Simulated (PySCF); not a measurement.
SnTe: changing the dispersion correction

```yaml
crystal:
  lattice:
    - [0.00000, 3.15085, 3.15085]
    - [3.15085, 0.00000, 3.15085]
    - [3.15085, 3.15085, 0.00000]
  atoms:
    - { symbol: Te, position: [0.50000, 0.50000, 0.50000] }
    - { symbol: Sn, position: [0.00000, 0.00000, 0.00000] }
```

Kept alike: task equation of state; functional PBE; k mesh 6 × 6 × 6; occupations fermi-dirac, width 0.05 eV; no spin polarisation. Program: PySCF, DZVP-MOLOPT-SR/GTH-PBE (potentials made for PBE). The mesh is that of the run's cell of 2 atoms. No spin-orbit coupling.

```csv
dispersion correction,volume (Å³/atom),bulk modulus (GPa)
D3(zero),32.682,42.0
D3(BJ),31.955,43.5
D3(BJ) with the three-body term,32.080,43.3
D3(OP),32.425,40.1
D4,31.912,44.0
```

Volume and modulus come from cells scaled at fixed shape and fractions.

What does the dispersion correction change here?

The volume runs from 31.912 (D4) to 32.682 Å³/atom (D3(zero)). Measured: 31.45 Å³/atom at 300 K (a printed reference work); nearest D4, 0.46 Å³/atom off. The runs are for a static lattice. The bulk modulus runs from 40.1 (D3(OP)) to 44.0 GPa (D4).
